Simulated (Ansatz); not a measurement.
# CdS (Hawleyite): the cost of one run

Program: the Python package of Ansatz 0.2.0. The levels of theory stand in the script. These are calculated values, not measurements.

### Step 1. The system

It takes space group F-43m (No. 216, cubic). The conventional cell has a = 5.833 Å, b = 5.833 Å, c = 5.833 Å, α = 90.00°, β = 90.00°, γ = 90.00°. Cd (site symmetry -43m) is surrounded by 4 S at 2.53 Å. S (site symmetry -43m) has 4 Cd at 2.53 Å as nearest neighbours.

No structure file is read: the coordinates are typed or built in the script.

### Step 2. Script

Contents of run_ddh.py:

```python
'''Dielectric-dependent hybrid for CdS.'''

import warnings

import ansatz as az
import numpy as np

config = {
    'kmesh': (4, 4, 4),
    'ecut': 510,
    'filling': 'fixed',
}


def count_gap(report):
    # lowest empty less highest filled band, counting bands; zero where they overlap
    return max(report.get('gap_by_band_count_ev') or 0.0, 0.0)


def main() -> None:
    warnings.simplefilter('ignore', az.DeckWarning)

    lattice = az.Lattice.of(
        (0.0, 2.9165, 2.9165),
        (2.9165, 0.0, 2.9165),
        (2.9165, 2.9165, 0.0),
    )
    sites = [
        ('Cd', (0.0, 0.0, 0.0)),
        ('S', (0.25, 0.25, 0.25)),
    ]
    system = az.Crystal(lattice=lattice)
    for symbol, position in sites:
        system = system.atom(symbol, position)

    base = system.calculation()
    base = base.kpoints(*config['kmesh'], center='gamma')
    base = base.basis(config['ecut'])
    base = base.occupations(config['filling'])
    base = base.band_table()
    semilocal = base.functional('pbesol').run(threads=1).report
    hybrid = base.functional(exchange='pbesol', correlation='pbesol', exact_fraction='inverse_dielectric').run(threads=1).report
    alpha = hybrid['hybrid']['exact_exchange_fraction']
    print(f'fraction of exact exchange {alpha:.4f}, so eps_inf = {1 / alpha:.2f}')
    print(f'gap by band count: {count_gap(semilocal):.3f} eV semilocal, {count_gap(hybrid):.3f} eV hybrid')


if __name__ == '__main__':
    main()
```

### Step 3. The calls as engine input

The package turns the script's settings into the engine's input (first run):

```yaml
crystal:
  lattice:
    - [0.0, 2.9165, 2.9165]
    - [2.9165, 0.0, 2.9165]
    - [2.9165, 2.9165, 0.0]
  atoms:
    - { symbol: Cd, position: [0.0, 0.0, 0.0] }
    - { symbol: S, position: [0.25, 0.25, 0.25] }
basis:
  ecutwfc: 510.0
kpoints:
  mp_grid:
    grid: [4, 4, 4]
    shift: [0.0, 0.0, 0.0]
hamiltonian:
  xc: pbesol
scf:
  occupations:
    method: fixed
output:
  eigenvalues: true
```

### Step 4. Launch

Launch:

```
> python run_ddh.py
```

**Question.** How long does this script take on 1 thread of AMD EPYC 9R45 (Zen 5), shared host, and how much memory does it need?

About 12 s, with a peak of 0.99 GiB.
